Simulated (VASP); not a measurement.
```xyz
4
Lattice="1.3328 -2.3085 0.0000 1.3328 2.3085 0.0000 0.0000 0.0000 4.3285" Properties=species:S:1:pos:R:3 pbc="T T T"
Be     1.3328    -0.7695     2.1643
Be     1.3328     0.7695     0.0000
O      1.3328    -0.7695     3.8004
O      1.3328     0.7695     1.6361
```

These are r2SCAN meta-GGA, VASP's PBE PAW potentials (set 64) (plane waves; VASP) values and carry that method's errors. Numerical set-up: 520 eV cut-off, 9×9×5 Γ-centred mesh, Gaussian smearing of 0.050 eV, potentials Be O.

Problem. Predict the energy per atom (σ→0), pressure, band gap (on the k-mesh) with the smallest direct gap where there is one.

Solution. 
```yaml
band gap (on the k-mesh): 8.88 eV
smallest direct gap (on the k-mesh): 8.88 eV
energy per atom (σ→0): -785.6 kJ/mol of atoms
pressure: 7.59 GPa
```

Only differences to runs with the same potentials and settings are physical.

The compound is BeO in the wurtzite structure. This cell is one point of a volume scan, at 0.97 of the reference volume.
